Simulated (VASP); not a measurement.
A run of VASP 6.6.1:

Contents of POSCAR:

```
CsBr
1.0
    4.3196005106      0.0000000000      0.0000000000
    0.0000000000      4.3196005106      0.0000000000
    0.0000000000      0.0000000000      4.3196005106
Cs Br
1 1
Direct
    0.0000000000      0.0000000000      0.0000000000
    0.5000000000      0.5000000000      0.5000000000
```

Contents of INCAR.step1:

```
SYSTEM = CsBr
PREC = Accurate ; ENCUT = 520
ISMEAR = 0 ; SIGMA = 0.01
LREAL = .FALSE. ; LASPH = .TRUE.
NELM = 100 ; NBANDS = 15
GGA = PE ; ALGO = Normal
EDIFF = 1E-4 ; LWAVE = .TRUE.
LCHARG = .FALSE.
```

Contents of INCAR.step2:

```
SYSTEM = CsBr
PREC = Accurate ; ENCUT = 520
EDIFF = 1E-7 ; ISMEAR = 0
SIGMA = 0.01 ; LREAL = .FALSE.
LASPH = .TRUE. ; NELM = 100
ALGO = Normal ; ISIF = 2
LWAVE = .FALSE. ; LCHARG = .FALSE.
METAGGA = R2SCAN ; LMIXTAU = .TRUE.
NBANDS = 15 ; ISTART = 1
```

Contents of KPOINTS:

```
regular mesh
0
G
  4 4 4
  0 0 0
```

Potentials or basis: VASP PAW PBE potentials, release 64 (Cs_sv, Br).

Launch:

```console
$ cat potpaw_PBE.64/Cs_sv/POTCAR potpaw_PBE.64/Br/POTCAR > POTCAR
$ cp INCAR.step1 INCAR
$ mpirun -np 1 vasp_std > vasp.out
$ cp INCAR.step2 INCAR
$ mpirun -np 1 vasp_std > vasp.out
```

Hardware: 1 thread of Intel(R) Xeon(R) 6975P-C (Granite Rapids), with other jobs on the host.

Q: Estimate the wall time of this run.

A: It took 18 s on 1 thread of Intel(R) Xeon(R) 6975P-C (Granite Rapids), with other jobs on the host, peak memory 0.19 GiB. Counts: scf iterations 12, k points 10.
